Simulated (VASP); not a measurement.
From VASP inputs to Ansatz: CaO (distorted CsCl)

INCAR

```
NBANDS = 15
EDIFF = 1E-7
LWAVE = .FALSE.
ISIF = 2
GGA = PS
LASPH = .TRUE.
NSW = 0
LCHARG = .FALSE.
NELM = 120
SIGMA = 0.02
IBRION = -1
ENCUT = 520
LREAL = .FALSE.
PREC = Accurate
ISMEAR = -1
```

KPOINTS

```
KPOINTS created by Atomic Simulation Environment
0
Gamma
8 8 8
0 0 0
```

POSCAR

```
Ca O
 1.0000000000000000
     2.9154000000000000   -0.0160000000000000    0.0336000000000000
    -0.0160000000000000    2.9956000000000000    0.0850000000000000
     0.0336000000000000    0.0850000000000000    2.9295000000000000
 Ca  O
   1   1
Cartesian
  2.8515904600000006  2.9381040999999999  0.1230075500000000
  1.5153969599999999  1.5148223400000000  1.5091980300000001
```

VASP ran with the recommended PBE PAW datasets (16 valence electrons in the cell).

Q: Write an Ansatz input for this cell and level of theory.

A: 

```yaml
crystal:
  lattice:
    - [2.9154, -0.016, 0.0336]
    - [-0.016, 2.9956, 0.085]
    - [0.0336, 0.085, 2.9295]
  atoms:
    - { symbol: Ca, position: [0.9835, 0.986, 0.0021] }
    - { symbol: O, position: [0.5168, 0.4944, 0.4949] }
kpoints:
  mp_grid: { grid: [8, 8, 8] }
hamiltonian:
  xc: pbesol
scf:
  occupations: { method: fermi_dirac, width: 0.02 }
  n_extra_bands: 4
output:
  forces: true
  stress: true
  eigenvalues: true
```

Other inputs would serve too.

|  | VASP | Ansatz |
| --- | --- | --- |
| gap between bands v and c on the k mesh | 2.70 eV | 2.72 eV |
| least direct gap on the k mesh | 3.03 eV | 3.04 eV |
| pressure | -4.8 GPa | -5.4 GPa |
| largest force | 0.08 eV/Å | 0.06 eV/Å |

Datasets and cutoffs are each program's own. VASP's cell holds 16 valence electrons and Ansatz's 16. Ansatz's stress includes a Pulay correction; VASP's doesn't.
